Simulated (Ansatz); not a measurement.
# LiNbO₃ (R-3c), frozen normal mode

Computed with DFT r2SCAN, scalar-relativistic, plane waves, PAW (Ansatz 0.2.0). Cutoff 500 eV, Γ-centred 6×6×6 k-points, Gaussian smearing of 0.05 eV. No spin polarisation. Energies are free energies at this smearing, counted from the undisturbed cell; pressure is positive in compression.

Reference structure (relaxed at this level; this form isn't the usual structure):

```
Li Nb O
1.0
     2.59239    1.49672    4.56282
    -2.59239    1.49672    4.56282
     0.00000   -2.99343    4.56282
Li Nb O
2 2 6
Cartesian
  0.0000 0.0000 3.4221
  0.0000 0.0000 10.2663
  0.0000 0.0000 0.0000
  0.0000 0.0000 6.8442
  -0.6300 -1.4967 5.7035
  1.6112 0.2027 5.7035
  -0.9812 1.2940 5.7035
  0.6300 1.4967 7.9849
  -1.6112 -0.2027 7.9849
  0.9812 -1.2940 7.9849
```

A zone-centre mode of this cell is frozen in: each atom moves by x times its row below, so x is the largest displacement.
```
atom ux uy uz
 Li1   0.000   0.000   1.000
 Li2   0.000   0.000   1.000
 Nb3   0.000   0.000   0.208
 Nb4   0.000   0.000   0.208
  O5   0.000   0.035  -0.547
  O6  -0.030  -0.018  -0.547
  O7   0.030  -0.018  -0.547
  O8   0.000   0.035  -0.547
  O9  -0.030  -0.018  -0.547
 O10   0.030  -0.018  -0.547
```

| x (Å) | ΔE (meV/cell) | force along the mode (eV/Å) | pressure (GPa) | gap on the mesh (eV) |
| --- | --- | --- | --- | --- |
| -0.2600 | ? | ? | 2.0 | 3.71 |
| -0.1300 | -65.8 | -0.90 | 0.5 | 3.20 |
| 0.0000 | 0.0 | 0.00 | 0.0 | 2.98 |
| 0.0325 | -4.5 | 0.28 | 0.0 | 2.99 |
| 0.0650 | -17.8 | ? | ? | 3.03 |
| 0.0975 | -38.8 | 0.75 | 0.3 | 3.10 |
| 0.1625 | -96.7 | 0.99 | 0.8 | 3.31 |
| 0.1950 | -129.1 | 0.99 | 1.1 | 3.43 |
| 0.2275 | -160.0 | 0.90 | 1.5 | 3.56 |

By symmetry 0.2600 repeats -0.2600, -0.1950 repeats 0.1950, 0.1300 repeats -0.1300, -0.0650 repeats 0.0650 in energy, with the opposite slope along the path. All sampled points lie below the start, which is a maximum along this line.

Give the withheld values.

ΔE (meV/cell) at x (Å) = -0.2600: -186.8; force along the mode (eV/Å) at x (Å) = -0.2600: -0.73; force along the mode (eV/Å) at x (Å) = 0.0650: 0.53; pressure (GPa) at x (Å) = 0.0650: 0.1.